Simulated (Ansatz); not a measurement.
**BN: do energies and stresses tell the same story?**

Computed with DFT PBE, scalar-relativistic, plane waves, PAW (Ansatz 0.2.0).

Plane waves to 420 eV, a k mesh through Γ of 12×12×12 on the computed 2-atom cell and Gaussian smearing (0.02 eV); no spin polarisation.

Relaxed cell: F-43m, a = 3.625 Å, b = 3.625 Å, c = 3.625 Å, α = 90.00°, β = 90.00°, γ = 90.00°, 2 atoms in the primitive cell.

Energies at zero smearing and pressures from the stress tensor, at volumes with shape and atoms relaxed:
```tsv
V (Å³/atom)	E − E(first) (meV/atom)	P (GPa)
5.239	0.00	59.98
5.417	-56.36	41.63
5.596	-93.74	25.74
5.774	-114.56	11.96
5.953	-120.96	-0.01
6.131	-115.14	-10.39
6.310	-98.40	-19.42
6.548	-61.70	-29.65
```

Problem. Check P = −dE/dV between neighbouring volumes, and get the bulk modulus from the pressures alone.

Solution. With 1 eV/Å³ = 160.2 GPa:
| middle V (Å³/atom) | −ΔE/ΔV (GPa) | mean P (GPa) |
| --- | --- | --- |
| 5.328 | 50.562 | 50.806 |
| 5.506 | 33.533 | 33.688 |
| 5.685 | 18.685 | 18.853 |
| 5.864 | 5.737 | 5.977 |
| 6.042 | -5.221 | -5.200 |
| 6.221 | -15.013 | -14.907 |
| 6.429 | -24.699 | -24.538 |

The two differ by 0.24 GPa at most. The mean of two end pressures misses the average over a step by about ΔV² P″/12, up to 0.22 GPa here; with that taken off 0.10 GPa remains, from the finite cutoff, the mesh or the relaxation's tolerance. Around V = 5.953 Å³/atom, the two neighbours give B = −V ΔP/ΔV = 5.953 × 22.35 / 0.357 = 372.6 GPa, against B0 = 371.0 GPa from the Birch–Murnaghan fit of the energies.